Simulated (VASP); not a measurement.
A run of VASP 6.6.1 is set up as follows.

The input INCAR:

```
SYSTEM = SrCl2
PREC = Accurate
ENCUT = 600
EDIFF = 1E-6
ISMEAR = 0
SIGMA = 0.03
LREAL = .False.
LASPH = .True.
NELM = 80
ALGO = Normal
ISIF = 3
LWAVE = .False.
LCHARG = .False.
GGA = PE
IVDW = 12
IBRION = 2
NSW = 90
EDIFFG = -0.01
```

The input KPOINTS:

```
Automatic mesh
0
Gamma
  8 8 8
  0 0 0
```

Contents of POSCAR:

```
SrCl2
1.0
    0.0000000000      3.4883500000      3.4883500000
    3.4883500000      0.0000000000      3.4883500000
    3.4883500000      3.4883500000      0.0000000000
Sr Cl
1 2
Direct
    0.0000000000      0.0000000000      0.0000000000
    0.2500000000      0.2500000000      0.2500000000
    0.7500000000      0.7500000000      0.7500000000
```

Potentials or basis: VASP PAW PBE potentials, release 64 (Sr_sv, Cl).

Run with:

```sh
$ cat potpaw_PBE.64/Sr_sv/POTCAR potpaw_PBE.64/Cl/POTCAR > POTCAR
$ mpirun -np 1 vasp_std > vasp.out
```

Question: Predict the relaxed volume.

Answer: 28.17 Å³/atom.

Question: What does it give for the space group after relaxing (to 0.05 Å)?

Answer: Fm-3m (No. 225).

Question: Predict the dispersion energy per atom.

Answer: -0.223 eV.

Final structure:
```xyz
3
Lattice="0.0000 3.4829 3.4829 3.4829 0.0000 3.4829 3.4829 3.4829 0.0000" Properties=species:S:1:pos:R:3 pbc="T T T"
Sr    6.9659    3.4829    3.4829
Cl    1.7415    1.7415    1.7415
Cl    5.2244    5.2244    5.2244
```
